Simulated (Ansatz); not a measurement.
# Ti as a host for H

All numbers below come from Ansatz 0.2.0, DFT r2SCAN, scalar-relativistic, plane waves, PAW.

Cutoff 500 eV; k points 12×12×12 on the computed 3-atom cell (Γ-centred); Gaussian smearing, width 0.10 eV; no spin polarisation for the host; each changed cell takes a mesh and smearing chosen by its own gap and starts from the host's moments or customary ones, or runs without spin. Cells and atoms are relaxed to the nearest stationary point that keeps the symmetry of their start (forces under 0.02 to 0.04 eV/Å, stress under 0.1 to 0.2 GPa); energies are at zero smearing, without zero-point or thermal terms.

Relaxed host (gap on the mesh 0 eV):

```xyz
3
Lattice="4.5677 0.0000 0.0000 -2.2838 3.9557 0.0000 0.0000 0.0000 2.8244" Properties=species:S:1:pos:R:3 pbc="T T T"
Ti    0.0000    0.0000    0.0000
Ti    0.0000    2.6372    1.4122
Ti    2.2838    1.3186    1.4122
```

Cases: (1) 3 H in a 1×1×1 repeat of the cell, at (0.000 0.500 0.000), (0.500 0.000 0.000), (0.500 0.500 0.000) in fractions of that repeat, 1.93 Å from the nearest atom of the relaxed host.

**Question.** Give the energy per H taken from half an H2 molecule (negative: uptake is favourable), the swelling and the final surroundings.

**Answer.**
| case | formula | energy per H (eV) | ΔV (%) | principal strains (%) | nearest host atoms of the first H | gap (eV) |
| --- | --- | --- | --- | --- | --- | --- |
| 1 | TiH | -0.54 | +9.9 | +5.6 +5.6 -1.5 | 4 (Ti) from 1.97 Å | 0 |

Each ion keeps what symmetry its start has, so a lower place off a symmetric site can be missed, above all for H.

Relaxed structure of case 1:

Space group P6/mmm (No. 191). a = 4.824 Å, b = 4.824 Å, c = 2.783 Å, α = 90.00°, β = 90.00°, γ = 120.00°
| atom | site | symmetry | x | y | z |
| --- | --- | --- | --- | --- | --- |
| Ti | 1a | 6/mmm | 0.0000 | 0.0000 | 0.0000 |
| Ti | 2d | -6m2 | 0.3333 | 0.6667 | 0.5000 |
| H | 3f | mmm | 0.0000 | 0.5000 | 0.0000 |

This form of Ti, the host, isn't the element's usual structure.

Cost: 2 runs of about 2.1 core-minutes in all, on Arm Neoverse V2 (shared hosts).